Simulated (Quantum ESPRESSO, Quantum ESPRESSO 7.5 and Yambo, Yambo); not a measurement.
## As (buckled honeycomb monolayer): G0W0 with Yambo, start to end

Aim: the G0W0 gap of As (buckled honeycomb monolayer) on PBE, step by step.

Calculated with Quantum ESPRESSO 7.5 and Yambo 5.3.0; PBE and many-body steps on it, plane waves.

This is a report of a sequence of runs, with most program output left out.

## Step 1: The starting structure

The cell holds 2 atoms: 2 As. Cell: a = 3.611 Å, b = 3.611 Å, c = 14.000 Å, α = 90.0°, β = 90.0°, γ = 120.0°. Vacuum lies along c.

The structure was relaxed with PBE. The runs that relaxed it are not among those shown.

## Step 2: Ground state

This step: Quantum ESPRESSO 7.5; DFT, PBE, plane waves, norm-conserving pseudopotentials.

The ground-state density comes first.

The input, pw.in:

```
&control
  calculation = 'scf'
  prefix = 'x'
  outdir = 'o'
  pseudo_dir = 'pseudo'
/
&system
  ibrav = 0
  nat = 2
  ntyp = 1
  ecutwfc = 76.0
  nbnd = 20
  force_symmorphic = .true.
/
&electrons
  conv_thr = 1e-10
  electron_maxstep = 80
  mixing_beta = 0.5
/
ATOMIC_SPECIES
  As 74.922 As.upf
CELL_PARAMETERS angstrom
  3.6113928119 0.0000000000 0.0000000000
  -1.8056964060 3.1275579181 0.0000000000
  0.0000000000 0.0000000000 14.0000000000
ATOMIC_POSITIONS crystal
  As 0.3333333333 0.6666666667 0.4503491445
  As 0.6666666667 0.3333333333 0.5496508555
K_POINTS automatic
  12 12 1 0 0 0
```

Command:

```
$ OMP_NUM_THREADS=1 mpirun -n 4 pw.x -nk 4 -in pw.in > pw.out
```

Run time: 21 s. Hardware: 4 MPI ranks of Arm Neoverse V1, shared host; peak memory 0.49 GiB.

This step gave:

- total energy: -5772.4137 eV
- gap: 1.638 eV
- k of the valence top: 0, 0, 0
- k of the conduction bottom: 0, 0.3333, 0
- least direct gap: 1.936 eV

The gap is indirect, with the least direct gap 0.30 eV higher.

## Step 3: Bands along the symmetry lines

Levels along a band path, at the cheap level, show where the edges lie and whether the meshes to come will hold them.

The input, pw.in:

```
&control
  calculation = 'bands'
  prefix = 'x'
  outdir = 'o'
  pseudo_dir = 'pseudo'
/
&system
  ibrav = 0
  nat = 2
  ntyp = 1
  ecutwfc = 76.0
  nbnd = 21
  force_symmorphic = .true.
/
&electrons
  conv_thr = 1e-9
  electron_maxstep = 80
  diago_full_acc = .true.
  diago_thr_init = 5e-6
/
ATOMIC_SPECIES
  As 74.922 As.upf
CELL_PARAMETERS angstrom
  3.6113928119 0.0000000000 0.0000000000
  -1.8056964060 3.1275579181 0.0000000000
  0.0000000000 0.0000000000 14.0000000000
ATOMIC_POSITIONS crystal
  As 0.3333333333 0.6666666667 0.4503491445
  As 0.6666666667 0.3333333333 0.5496508555
K_POINTS crystal
  25
  0.00000000 0.00000000 0.00000000 1
  0.06250000 0.00000000 0.00000000 1
  0.12500000 0.00000000 0.00000000 1
  0.18750000 0.00000000 0.00000000 1
  0.25000000 0.00000000 0.00000000 1
  0.31250000 0.00000000 0.00000000 1
  0.37500000 0.00000000 0.00000000 1
  0.43750000 0.00000000 0.00000000 1
  0.50000000 0.00000000 0.00000000 1
  0.47916667 0.04166667 0.00000000 1
  0.45833333 0.08333333 0.00000000 1
  0.43750000 0.12500000 0.00000000 1
  0.41666666 0.16666666 0.00000000 1
  0.39583333 0.20833333 0.00000000 1
  0.37500000 0.25000000 0.00000000 1
  0.35416666 0.29166666 0.00000000 1
  0.33333333 0.33333333 0.00000000 1
  0.29166666 0.29166666 0.00000000 1
  0.25000000 0.25000000 0.00000000 1
  0.20833333 0.20833333 0.00000000 1
  0.16666666 0.16666666 0.00000000 1
  0.12500000 0.12500000 0.00000000 1
  0.08333333 0.08333333 0.00000000 1
  0.04166667 0.04166667 0.00000000 1
  0.00000000 0.00000000 0.00000000 1
```

Run time: 9.9 s. Hardware: 4 MPI ranks; peak memory 0.38 GiB; 39 s of CPU time.

Numbers from this step:

| Property | Result |
| --- | --- |
| gap | 1.622 eV |
| k of the valence top | 0, 0, 0 |
| k of the conduction bottom | 0.3125, 0, 0 |
| least direct gap | 1.936 eV |

The gap is 1.622 eV, −0.015 eV from the run before at this level.

The electronic bands at the labelled points (eV, zero at the top of the highest filled band):

```
  point  band 12  band 13  band 14  band 15  band 16  band 17  band 18  band 19
      Γ    -7.15    -0.52     0.00     0.00     1.94     3.49     3.49     5.00
halfway    -7.35    -3.17    -1.14    -0.40     1.74     4.31     4.41     5.81
      M    -9.09    -3.37    -1.86    -1.54     1.99     3.17     4.51     6.32
halfway    -9.22    -3.72    -2.42    -1.54     2.69     3.65     4.19     6.85
      K    -9.92    -4.32    -1.96    -1.96     2.04     4.57     4.57     8.11
halfway    -7.52    -3.17    -2.23    -0.38     2.79     3.48     4.71     6.16
      Γ    -7.15    -0.52     0.00     0.00     1.94     3.49     3.49     5.00
```

## Step 4: Empty states on the mesh, 6×6×1 mesh, 100 bands

The sums over transitions need many empty states on a uniform mesh; this step solves for them.

The input, pw.in:

```
&control
  calculation = 'nscf'
  prefix = 'x'
  outdir = 'o'
  pseudo_dir = 'pseudo'
/
&system
  ibrav = 0
  nat = 2
  ntyp = 1
  ecutwfc = 76.0
  nbnd = 100
  force_symmorphic = .true.
/
&electrons
  conv_thr = 1e-9
  electron_maxstep = 80
  diago_full_acc = .true.
  diago_thr_init = 5e-6
/
ATOMIC_SPECIES
  As 74.922 As.upf
CELL_PARAMETERS angstrom
  3.6113928119 0.0000000000 0.0000000000
  -1.8056964060 3.1275579181 0.0000000000
  0.0000000000 0.0000000000 14.0000000000
ATOMIC_POSITIONS crystal
  As 0.3333333333 0.6666666667 0.4503491445
  As 0.6666666667 0.3333333333 0.5496508555
K_POINTS automatic
  6 6 1 0 0 0
```

Run time: 23 s. Hardware: 4 MPI ranks; peak memory 0.69 GiB.

Numbers from this step:

- gap: 1.638 eV
- k of the valence top: 0, 0, 0
- k of the conduction bottom: 0, 0.3333, 0
- least direct gap: 1.936 eV
- k points computed: 7
- lowest point of the top converged band, above the valence top: 38.25 eV

On this mesh the gap is 1.638 eV.

## Step 5: Conversion and set-up

This step: Yambo 5.3.0; conversion and set-up on PBE, plane waves, norm-conserving pseudopotentials.

The states are converted to the many-body program's format and the q mesh is built.

Command:

```
$ (cd o/x.save; p2y > p2y.log; mv SAVE ../..); yambo > setup.log
```

Run time: 2.1 s. Hardware: 1 MPI rank; peak memory 0.25 GiB.

## Step 6: Screening and self-energy, 6×6×1 mesh, 100 bands, screening to 129.3 eV

Now the one-shot GW correction: screening in the RPA, then the self-energy of the levels asked for.

This step: G0W0 on PBE, plane waves, norm-conserving pseudopotentials.

The input, gw1.in:

```
HF_and_locXC
gw0
dyson
ppa
em1d
rim_cut
rim_w
RandQpts= 3000000
RandGvec= 100 RL
CUTGeo= "slab z"
RandGvecW= 9 RL
EXXRLvcs= 76 Ry
VXCRLvcs= 304 Ry
Chimod= "HARTREE"
% BndsRnXp
 1 | 100 |
%
NGsBlkXp= 9.5 Ry
% LongDrXp
 1 | 1 | 0 |
%
% GbndRnge
 1 | 100 |
%
DysSolver= "n"
ExtendOut
PPAPntXp= 27.21138 eV
% QPkrange
 1 | 1 | 14 | 17 |
 3 | 3 | 14 | 17 |
%
```

Command:

```
$ OMP_NUM_THREADS=1 mpirun -n 4 yambo -F gw1.in -J gw1 -C gw1 > gw1.log
```

Wall time 4.3 min (4 MPI ranks); peak memory 2.3 GiB.

This step gave:

* G0W0 gap on the points computed: 2.843 eV
* starting gap on the mesh: 1.638 eV
* k of the valence top: 0, 0, 0
* k of the conduction bottom: 0, 0.3333, 0
* least direct G0W0 gap on the computed points: 3.235 eV
* Z at the valence top: 0.7381
* Z at the conduction bottom: 0.7454

The gap on the mesh goes from 1.64 eV to 2.84 eV, a correction of +1.20 eV.

Limits: finite bands, cutoff and mesh; exchange with frozen shells missing; no spin-orbit coupling. v1 is the top filled band, c1 the lowest empty one. Levels before and after the correction, in eV, zero at the valence-band top of each column:

```
           conduction bottom  valence top
Kohn-Sham               1.64         0.00
     G0W0               2.84         0.00
```

```
                    level  energy (eV)
Kohn-Sham         Γ v2-v1        0.000
Kohn-Sham            Γ c1        1.936
Kohn-Sham            Γ c2        3.493
Kohn-Sham  (0 0.333 0) v2       -1.527
Kohn-Sham  (0 0.333 0) v1       -0.737
Kohn-Sham  (0 0.333 0) c1        1.638
Kohn-Sham  (0 0.333 0) c2        3.860
     G0W0         Γ v2-v1        0.000
     G0W0            Γ c1        3.235
     G0W0            Γ c2        4.793
     G0W0  (0 0.333 0) v2       -1.583
     G0W0  (0 0.333 0) v1       -0.884
     G0W0  (0 0.333 0) c1        2.843
     G0W0  (0 0.333 0) c2        5.167
```

## Step 7: Where the time went

Times are wall times on the hardware named with each run, good to a factor of about two.

```
                          step     time  share  memory (GiB)
                  ground state     21 s    7 %          0.49
bands along the symmetry lines    9.9 s    3 %          0.38
      empty states on the mesh     23 s    7 %          0.69
         conversion and set-up    2.1 s    1 %          0.25
     screening and self-energy  4.3 min   82 %           2.3
```

## Step 8: Results

| Quantity | Value |
| --- | --- |
| PBE gap | 1.62 eV, indirect |
| G0W0 gap on the mesh | 2.84 eV |
| GW settings | 6×6×1 mesh, 100 bands, screening to 129.3 eV, Godby-Needs plasmon pole |
| known limits | not at the basis limit; exchange with frozen shells missing; no spin-orbit coupling |

What this shows: G0W0 moves the gap on the mesh from 1.64 eV to 2.84 eV (+1.20 eV), with Z of 0.74 and 0.75 at the edges. Only 2 of the mesh's irreducible points were corrected, so a valley elsewhere could overtake. The dearest step here is «screening and self-energy». Bands and cutoff are finite, so the gap is not at the basis limit. The miss can reach some tenths of an eV and take either sign; the mesh is an error of its own. In the G0W0 run levels were corrected at 2 k points alone, so a gap called «on the mesh» is the least over those, and an edge elsewhere would be missed. The norm-conserving file of at least one element keeps a d shell over frozen s and p shells of the same row. Exchange with those shells is missing from the self-energy, an error of 0.3 to 0.9 eV in cases checked, whose sign depends on which edge lies on those atoms. The many-body steps are scalar-relativistic: spin-orbit coupling is not in them.

[Paths, hosts, dates, memory and timing lines, banners, echoed tables and standing remarks are left out of the program output.]

[Logs are printed without paths, hosts, clocks, repeated set-up lines and the standing remarks that a program may print on its own settings, such as how far it seeks lower states.]

[Runs of the session that timed out or met a known fault of the program may be left out.]

[Hosts, paths, dates, database ids (printed as entryN), source tags and the programs' standing remarks are cut or masked in the printed files.]
